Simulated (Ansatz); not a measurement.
# SiO2: compression at zero temperature

How does SiO2 compress? Cell and atoms are relaxed at 5 pressures between -1 and 25 GPa.

Method: DFT LDA, scalar-relativistic, plane waves, PAW, in Ansatz 0.2.0.

2 further runs of the same task are left out: 2 set aside as unsound or not needed.

### Step 1. The system as given

It takes space group P6_422 (No. 181, hexagonal). The conventional cell has a = 5.039 Å, b = 5.039 Å, c = 5.525 Å, α = 90.00°, β = 90.00°, γ = 120.00°. Si (site symmetry 222) has 4 O at 1.60 Å in its first shell of neighbours. O (site symmetry 2) is surrounded by 2 Si at 1.60 Å.

Coordinates:

```
CELL_PARAMETERS angstrom
5.03870 0.00000 0.00000
-2.51935 4.36364 0.00000
0.00000 0.00000 5.52486
ATOMIC_POSITIONS crystal
Si 0.00000 0.50000 0.33333
Si 0.50000 0.50000 0.66667
Si 0.50000 0.00000 0.00000
O 0.58439 0.79220 0.83333
O 0.79220 0.58439 0.50000
O 0.79220 0.20780 0.16667
O 0.41561 0.20780 0.83333
O 0.20780 0.41561 0.50000
O 0.20780 0.79220 0.16667
```

It goes back to an entry of the Materials Project, which need not be the stable form.

This cell was relaxed beforehand with the same method: volume 13.50 Å³/atom, gap on the mesh 5.50 eV.

### Step 2. Target pressure -1 GPa

Contents of input.yaml:

```yaml
crystal:
  lattice:
    - [5.0551262644, 0.0, 0.0]
    - [-2.5275631322, 4.3778677643, 0.0]
    - [0.0, 0.0, 5.5428679339]
  atoms:
    - { symbol: Si, position: [0.0, 0.5, 0.3333333333] }
    - { symbol: Si, position: [0.5, 0.5, 0.6666666667] }
    - { symbol: Si, position: [0.5, 0.0, 0.0] }
    - { symbol: O, position: [0.5843949023, 0.7921974511, 0.8333333333] }
    - { symbol: O, position: [0.7921974511, 0.5843949023, 0.5] }
    - { symbol: O, position: [0.7921974511, 0.2078025489, 0.1666666667] }
    - { symbol: O, position: [0.4156050977, 0.2078025489, 0.8333333333] }
    - { symbol: O, position: [0.2078025489, 0.4156050977, 0.5] }
    - { symbol: O, position: [0.2078025489, 0.7921974511, 0.1666666667] }
basis:
  ecutwfc: 420
kpoints:
  mp_grid: { grid: [6, 6, 4] }
hamiltonian:
  xc: lda
scf:
  occupations: { method: gaussian, width: 0.02 }
output:
  forces: true
  stress: true
  eigenvalues: true
relax:
  adjacent_minimum: "off"
  f_tol: 0.008
  max_steps: 50
  cell: { stress_tol: 0.08, p_target: -1.0 }
```

Started as:

```
$ ansatz run input.yaml --threads 2 --pin off --max-ram 5120MiB --backend cpu --events-out ev --progress --plain --runs-dir out
```

Further runs follow: the gap over the whole zone at -1 GPa; relaxing at 1 GPa; the gap over the whole zone at 1 GPa; target pressure 4 GPa; seeking the band edges at 4 GPa; target pressure 12 GPa; the gap over the whole zone at 12 GPa; 25 GPa; seeking the band edges at 25 GPa.

**Question.** What will these runs give? Wanted: bulk modulus B0; B0'.

**Answer**, as computed:

| quantity | value |
| --- | --- |
| volume at 25 GPa | 11.33 Å³/atom, V/V0 = 0.840 |
| bulk modulus B0 (third-order Birch-Murnaghan) | 145 GPa |
| B0' | 0.7 |
| gap at 0 and 25 GPa | 5.49 eV; 5.28 eV |

**Reading.** Up to 25 GPa the volume falls by 16.0 %. The points follow one equation of state, B0 = 145 GPa. The cell gives way unevenly: a -9.5 %, b -9.5 %, c +2.6 %. The gap goes from 5.49 eV at zero pressure to 5.28 eV at 25 GPa. Other structures may take over in this range; these runs cannot find them.
